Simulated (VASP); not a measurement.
Here is a VASP 6.6.1 calculation.

The input INCAR:

```
SYSTEM = Al
ALGO     = Fast           ! electronic algorithm
EDIFF    = 1E-7           ! SCF threshold, eV
EDIFFG   = -0.03          ! ionic threshold
ENCUT    = 520            ! plane-wave cutoff, eV
GGA      = PE             ! functional
IBRION   = 2              ! ionic algorithm
ISIF     = 2              ! what is computed and relaxed
ISMEAR   = 0              ! smearing method
LASPH    = .TRUE.         ! aspherical terms in the spheres
LCHARG   = .FALSE.        ! write CHGCAR
LREAL    = Auto         
LWAVE    = .FALSE.        ! write WAVECAR
NELM     = 100            ! most SCF steps
NSW      = 80             ! ionic steps
PREC     = Accurate       ! precision mode
SIGMA    = 0.05           ! smearing width, eV
```

KPOINTS

```
k-points
0
G
  2 3 1
  0 0 0
```

File POSCAR:

```
Al
1.0
    8.1000000000      0.0000000000      0.0000000000
    0.0000000000      5.7275650000      0.0000000000
    0.0000000000      0.0000000000     17.7275650000
Al
21
Selective dynamics
Direct
    0.0000000000      0.0000000000      0.0564093000  F F F
    0.5000000000      0.0000000000      0.0564093000  F F F
    0.0000000000      0.5000000000      0.0564093000  F F F
    0.5000000000      0.5000000000      0.0564093000  F F F
    0.2500000000      0.2500000000      0.1371813000  F F F
    0.7500000000      0.2500000000      0.1371813000  F F F
    0.2500000000      0.7500000000      0.1371813000  F F F
    0.7500000000      0.7500000000      0.1371813000  F F F
    0.0000000000      0.0000000000      0.2179534000  T T T
    0.5000000000      0.0000000000      0.2179534000  T T T
    0.0000000000      0.5000000000      0.2179534000  T T T
    0.5000000000      0.5000000000      0.2179534000  T T T
    0.2500000000      0.2500000000      0.2987254000  T T T
    0.7500000000      0.2500000000      0.2987254000  T T T
    0.2500000000      0.7500000000      0.2987254000  T T T
    0.7500000000      0.7500000000      0.2987254000  T T T
    0.0000000000      0.0000000000      0.3794974000  T T T
    0.5000000000      0.0000000000      0.3794974000  T T T
    0.0000000000      0.5000000000      0.3794974000  T T T
    0.5000000000      0.5000000000      0.3794974000  T T T
    0.6759735000      0.1579890000      0.4821624000  T T T
```

Potentials or basis: VASP PAW PBE potentials, release 64 (Al).

Run with:

```bash
$ cat potpaw_PBE.64/Al/POTCAR > POTCAR
$ mpirun -np 1 vasp_std > vasp.out
```

(1) What does it give for the band gap on the k mesh?

(2) Predict the energy gained by relaxing.

## Answers

(1) none (metal or under the smearing width).

(2) 50.1 meV/atom.

Caveat: the k mesh is coarse (spacing up to 0.39 Å⁻¹), so the values aren't converged.
